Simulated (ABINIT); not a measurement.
# GaP (F-43m) in ABINIT: settings compared

The runs below take GaP through single point, with PBE, LDA, PBEsol.

Program: ABINIT 10.8.3 (patched build). These are calculated values, not measurements. Logs are shortened: lines on timing, memory, paths and dates and some standing lists are left out, and cuts for length are marked. The log counts tension as positive stress, the text compression.

**Measured values to compare with.**

From “Stacking defects in GaP nanowires: Electronic structure and optical properties”, 2018, arxiv:1810.01194, for a bulk crystal of GaP at 10 K: band gap 2.34 eV (indirect).

The runs below are set against these values where they give the same quantity.

## (1) Starting point

The structure is cubic, space group F-43m (No. 216). Conventional cell: a = 5.451 Å, b = 5.451 Å, c = 5.451 Å, α = 90.00°, β = 90.00°, γ = 90.00°. Around Ga (site symmetry -43m) lie 4 P at 2.36 Å. P (site symmetry -43m) has 4 Ga at 2.36 Å as nearest neighbours.

## (2) Single point, PBE

Input file run.abi:

```
# Pseudopotentials
pp_dirpath "./"
pseudos "Ga.upf, P.upf"

# Structure
acell 3*1.0 Angstrom
rprim
     0.0000000000     2.7252500000     2.7252500000
     2.7252500000     0.0000000000     2.7252500000
     2.7252500000     2.7252500000     0.0000000000
ntypat 2
znucl 31 15
natom 2
typat 1 2
xred
     0.0000000000     0.0000000000     0.0000000000
     0.7500000000     0.7500000000     0.7500000000

# Plane-wave basis
ecut 36.0

# k points
kptopt 1
ngkpt 6 6 6
nshiftk 1
shiftk 0.0 0.0 0.0

# Exchange and correlation
ixc 11

# Bands and occupations
nband 13
occopt 3
tsmear 0.05 eV

# SCF cycle
nstep 100
tolvrs 1.0e-10

# Output
iomode 3
prtwf 0
prtden 0
prteig 0
prtebands 0
enunit 1
```

Potentials or basis: PseudoDojo NC SR PBE v0.4.1 standard.

Launch:

```
abinit run.abi > log 2>&1
```

run.abo:

```text
.Version 10.8.3 of ABINIT
 Symmetries : space group F-4 3 m (#216); Bravais cF (face-center cubic)
================================================================================
 Values of the parameters that define the memory need of the present run
     intxc =       0    ionmov =       0      iscf =       7    lmnmax =       6
     lnmax =       6     mgfft =      40  mpssoang =       3    mqgrid =    3001
     natom =       2  nloc_mem =       1    nspden =       1   nspinor =       1
    nsppol =       1      nsym =      24    n1xccc =    2501    ntypat =       2
    occopt =       3   xclevel =       2
       mpw =        2838          nfft =       64000          nkpt =          16
================================================================================
================================================================================

--------------------------------------------------------------------------------
------------- Echo of variables that govern the present computation ------------
--------------------------------------------------------------------------------
 -outvars: echo values of preprocessed input variables --------
            acell      1.8897261259E+00  1.8897261259E+00  1.8897261259E+00 Bohr
              amu      6.97230000E+01  3.09737620E+01
             ecut      3.60000000E+01 Hartree
           enunit           1
              ixc          11
         kptrlatt        6    0    0      0    6    0      0    0    6
          kptrlen      4.36989965E+01
            natom           2
            nband          13
            ngfft          40      40      40
             nkpt          16
            nstep         100
             nsym          24
           ntypat           2
           occopt           3
           prtden           0
        prtebands           0
           prteig           0
            prtwf           0
            rprim      0.0000000000E+00  2.7252500000E+00  2.7252500000E+00
                       2.7252500000E+00  0.0000000000E+00  2.7252500000E+00
                       2.7252500000E+00  2.7252500000E+00  0.0000000000E+00
          spgroup         216
           tolvrs      1.00000000E-10
           tsmear      1.83746611E-03 Hartree
            typat      1  2
           xangst      0.0000000000E+00  0.0000000000E+00  0.0000000000E+00
                       4.0878750000E+00  4.0878750000E+00  4.0878750000E+00
            xcart      0.0000000000E+00  0.0000000000E+00  0.0000000000E+00
                       7.7249641869E+00  7.7249641869E+00  7.7249641869E+00
             xred      0.0000000000E+00  0.0000000000E+00  0.0000000000E+00
                       7.5000000000E-01  7.5000000000E-01  7.5000000000E-01
            znucl       31.00000   15.00000

================================================================================

 chkinp: Checking input parameters for consistency.

================================================================================
== DATASET  1 ==================================================================

--- !DatasetInfo
iteration_state: {dtset: 1, }
dimensions: {natom: 2, nkpt: 16, mband: 13, nsppol: 1, nspinor: 1, nspden: 1, mpw: 2838, }
cutoff_energies: {ecut:  36.0, pawecutdg:  -1.0, }
electrons: {nelect:   1.80000000E+01, charge:   0.00000000E+00, occopt:   3.00000000E+00, tsmear:   1.83746611E-03, }
meta: {optdriver: 0, ionmov: 0, optcell: 0, iscf: 7, paral_kgb: 0, }
...

 Exchange-correlation functional for the present dataset will be:
  GGA: Perdew-Burke-Ernzerhof functional - ixc=11
  J.P.Perdew, K.Burke, M.Ernzerhof, PRL 77, 3865 (1996)

 Real(R)+Recip(G) space primitive vectors, cartesian coordinates (Bohr,Bohr^-1):
 R(1)=  0.0000000  5.1499761  5.1499761  G(1)= -0.0970878  0.0970878  0.0970878
 R(2)=  5.1499761  0.0000000  5.1499761  G(2)=  0.0970878 -0.0970878  0.0970878
 R(3)=  5.1499761  5.1499761  0.0000000  G(3)=  0.0970878  0.0970878 -0.0970878
 Unit cell volume ucvol=  2.7317795E+02 bohr^3
 Angles (23,13,12)=  6.00000000E+01  6.00000000E+01  6.00000000E+01 degrees

 getcut: wavevector=  0.0000  0.0000  0.0000  ngfft=  40  40  40
         ecut(hartree)=     36.000   => boxcut(ratio)=   2.03340

--- Pseudopotential description ------------------------------------------------
- pspini: atom type   1  psp file is ./Ga.upf
12 -101130 2 -1 1902                          pspcod,pspxc,lmax,lloc,mmax
     nproj     2     2     2

- pspini: atom type   2  psp file is ./P.upf
12 -101130 2 -1 1298                          pspcod,pspxc,lmax,lloc,mmax
     nproj     2     2     2

   5.89557354E+02                                ecore*ucvol(ha*bohr**3)
--------------------------------------------------------------------------------

================================================================================

--- !BeginCycle
iteration_state: {dtset: 1, }
solver: {iscf: 7, nstep: 100, nline: 4, wfoptalg: 0, }
tolerances: {tolvrs: 1.00E-10, }
...

     iter   Etot(hartree)      deltaE(h)  residm     vres2
 ETOT  1  -81.799065625275    -8.180E+01 7.367E-01 9.696E+02
 ETOT  2  -83.214211555961    -1.415E+00 4.519E-02 1.265E+03
 ETOT  3  -83.396310984596    -1.821E-01 3.947E-03 1.866E+02
 ETOT  4  -83.420063822216    -2.375E-02 2.335E-03 4.573E+01
 ETOT  5  -83.427481322926    -7.418E-03 4.352E-04 9.386E-01
 ETOT  6  -83.427642072638    -1.607E-04 2.039E-04 2.483E-02
 ETOT  7  -83.427646583377    -4.511E-06 2.798E-05 8.086E-04
 ETOT  8  -83.427646696660    -1.133E-07 1.977E-05 2.537E-04
 ETOT  9  -83.427646740501    -4.384E-08 2.612E-06 5.810E-06
 ETOT 10  -83.427646741557    -1.056E-09 1.897E-06 1.355E-09
 ETOT 11  -83.427646741559    -1.592E-12 2.501E-07 6.061E-11

 At SCF step   11       vres2   =  6.06E-11 < tolvrs=  1.00E-10 =>converged.

 Cartesian components of stress tensor (hartree/bohr^3)
  sigma(1 1)= -5.66645272E-05  sigma(3 2)=  0.00000000E+00
  sigma(2 2)= -5.66645272E-05  sigma(3 1)=  0.00000000E+00
  sigma(3 3)= -5.66645272E-05  sigma(2 1)=  0.00000000E+00

--- !ResultsGS
iteration_state: {dtset: 1, }
comment   : Summary of ground state results
lattice_vectors:
- [  0.0000000,   5.1499761,   5.1499761, ]
- [  5.1499761,   0.0000000,   5.1499761, ]
- [  5.1499761,   5.1499761,   0.0000000, ]
lattice_lengths: [   7.28317,    7.28317,    7.28317, ]
lattice_angles: [ 60.000,  60.000,  60.000, ] # degrees, (23, 13, 12)
lattice_volume:   2.7317795E+02
convergence: {deltae: -1.592E-12, res2:  6.061E-11, residm:  2.501E-07, diffor: null, }
etotal    :  -8.34276467E+01
entropy   :   0.00000000E+00
fermie    :   1.89732882E-01
cartesian_stress_tensor: # hartree/bohr^3
- [ -5.66645272E-05,   0.00000000E+00,   0.00000000E+00, ]
- [  0.00000000E+00,  -5.66645272E-05,   0.00000000E+00, ]
- [  0.00000000E+00,   0.00000000E+00,  -5.66645272E-05, ]
pressure_GPa:   1.6671E+00
xred      :
- [  0.0000E+00,   0.0000E+00,   0.0000E+00, Ga]
- [  7.5000E-01,   7.5000E-01,   7.5000E-01,  P]
cartesian_forces: # hartree/bohr
- [ -0.00000000E+00,  -0.00000000E+00,  -0.00000000E+00, ]
- [ -0.00000000E+00,  -0.00000000E+00,  -0.00000000E+00, ]
force_length_stats: {min:   0.00000000E+00, max:   0.00000000E+00, mean:   0.00000000E+00, }
...

 Integrated electronic density in atomic spheres:
 ------------------------------------------------
 Atom  Sphere_radius  Integrated_density
    1        2.00000         10.82685570
    2        2.00000          2.78963158
================================================================================

 ----iterations are completed or convergence reached----

 Mean square residual over all n,k,spin=   15.389E-10; max=  25.006E-08
 reduced coordinates (array xred) for    2 atoms
       0.000000000000      0.000000000000      0.000000000000
       0.750000000000      0.750000000000      0.750000000000
 rms dE/dt=  0.0000E+00; max dE/dt=  0.0000E+00; dE/dt below (all hartree)
    1       0.000000000000      0.000000000000      0.000000000000
    2       0.000000000000      0.000000000000      0.000000000000

 cartesian coordinates (angstrom) at end:
    1      0.00000000000000     0.00000000000000     0.00000000000000
    2      4.08787500000000     4.08787500000000     4.08787500000000

 cartesian forces (hartree/bohr) at end:
    1     -0.00000000000000    -0.00000000000000    -0.00000000000000
    2     -0.00000000000000    -0.00000000000000    -0.00000000000000
 frms,max,avg= 0.0000000E+00 0.0000000E+00   0.000E+00  0.000E+00  0.000E+00 h/b

 cartesian forces (eV/Angstrom) at end:
    1     -0.00000000000000    -0.00000000000000    -0.00000000000000
    2     -0.00000000000000    -0.00000000000000    -0.00000000000000
 frms,max,avg= 0.0000000E+00 0.0000000E+00   0.000E+00  0.000E+00  0.000E+00 e/A
 length scales=  1.889726125908  1.889726125908  1.889726125908 bohr
              =  1.000000000000  1.000000000000  1.000000000000 angstroms
 Fermi (or HOMO) energy (eV) =   5.16289   Average Vxc (eV)=  -9.82737
 Eigenvalues (   eV  ) for nkpt=  16  k points:
 kpt#   1, nband= 13, wtk=  0.00463, kpt=  0.0000  0.0000  0.0000 (reduced coord)
 -10.21519  -10.21519  -10.21519  -10.11801  -10.11801   -8.13686    4.35711    4.35711
   4.35711    6.17403    8.24408    8.24408    8.24408
 prteigrs : prtvol=0 or 1, do not print more k-points.

--- !EnergyTerms
iteration_state     : {dtset: 1, }
comment             : Components of total free energy in Hartree
kinetic             :  6.52456648095238E+01
hartree             :  2.61228704589866E+01
xc                  : -2.30140219686307E+01
Ewald energy        : -4.82388119106609E+01
psp_core            :  2.15814399552328E+00
local_psp           : -6.85147227247337E+01
non_local_psp       : -3.71867694013845E+01
internal            : -8.34276467413762E+01
'-kT*entropy'       : -1.82522624608918E-10
total_energy        : -8.34276467415587E+01
total_energy_eV     : -2.27018191907781E+03
band_energy         : -3.95991542433113E+00
...

 Cartesian components of stress tensor (hartree/bohr^3)
  sigma(1 1)= -5.66645272E-05  sigma(3 2)=  0.00000000E+00
  sigma(2 2)= -5.66645272E-05  sigma(3 1)=  0.00000000E+00
  sigma(3 3)= -5.66645272E-05  sigma(2 1)=  0.00000000E+00

-Cartesian components of stress tensor (GPa)         [Pressure=  1.6671E+00 GPa]
- sigma(1 1)= -1.66712795E+00  sigma(3 2)=  0.00000000E+00
- sigma(2 2)= -1.66712795E+00  sigma(3 1)=  0.00000000E+00
- sigma(3 3)= -1.66712795E+00  sigma(2 1)=  0.00000000E+00

== END DATASET(S) ==============================================================
================================================================================

 -outvars: echo values of variables after computation  --------
            acell      1.8897261259E+00  1.8897261259E+00  1.8897261259E+00 Bohr
           etotal     -8.3427646742E+01
            fcart     -0.0000000000E+00 -0.0000000000E+00 -0.0000000000E+00
                      -0.0000000000E+00 -0.0000000000E+00 -0.0000000000E+00
            rprim      0.0000000000E+00  2.7252500000E+00  2.7252500000E+00
                       2.7252500000E+00  0.0000000000E+00  2.7252500000E+00
                       2.7252500000E+00  2.7252500000E+00  0.0000000000E+00
           strten     -5.6664527197E-05 -5.6664527197E-05 -5.6664527197E-05
                       0.0000000000E+00  0.0000000000E+00  0.0000000000E+00
           xangst      0.0000000000E+00  0.0000000000E+00  0.0000000000E+00
                       4.0878750000E+00  4.0878750000E+00  4.0878750000E+00
             xred      0.0000000000E+00  0.0000000000E+00  0.0000000000E+00
                       7.5000000000E-01  7.5000000000E-01  7.5000000000E-01
 Calculation completed.
```

Wall time 20 s (1 thread of Arm Neoverse V1, shared host); peak memory 0.08 GiB.

What came out:

| Item | Value |
| --- | --- |
| Free energy | -2270.1819 eV |
| Band gap on the k mesh | 1.65 eV, indirect (least direct gap 1.82 eV) |
| Valence electrons inside the program's atomic spheres | Ga 10.83; P 2.79 |

Caveat: the cutoff is too short for stress, so the log's stress isn't used.

(Continued in part 2 of 2.)
